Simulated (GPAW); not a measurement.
Crystal: CuI.

```xyz
4
Lattice="4.0902 0.0000 0.0000 0.0000 4.0902 0.0000 0.0000 0.0000 6.5515" Properties=species:S:1:pos:R:3 pbc="T T T"
I     0.0000    2.0451    4.8680
I     2.0451    0.0000    1.6835
Cu    0.0000    0.0000    0.0000
Cu    2.0451    2.0451    0.0000
```

Measurements of this composition are mostly on another form, of space group No. 216.

Base run:

```yaml
Program: GPAW 26.7.0
Functional: PBEsol
Potentials_or_basis: PAW data sets generated in the run's folder for this functional
Cutoff: 600 eV
Basis: pw
k_mesh: 5 × 5 × 4
Occupations: fermi-dirac, width 0.05 eV
Spin: no spin polarisation
```

Its results: band gap on the k mesh 1.49 eV, direct; pressure -0.9 GPa; largest force 0.063 eV/Å.

Q: The run is repeated on the same cell with these changes: functional from PBEsol to LDA; potentials or basis from PAW data sets generated in the run's folder for this functional to the program's PAW data sets (release 1.2.1) made for this functional. What comes out?

A: Band gap on the k mesh 1.41 eV, direct; pressure -3.0 GPa; largest force 0.349 eV/Å.

Caveats: with this Cu data set, volumes or pressures lay over 1.5 % or 2 GPa off other programs in two to four cells of ten; spin-orbit coupling is left out, which moves the levels of the heavy elements; this functional lacks dispersion, which binds the layers, so the pressure and a relaxed spacing across them are unreliable (some runs).
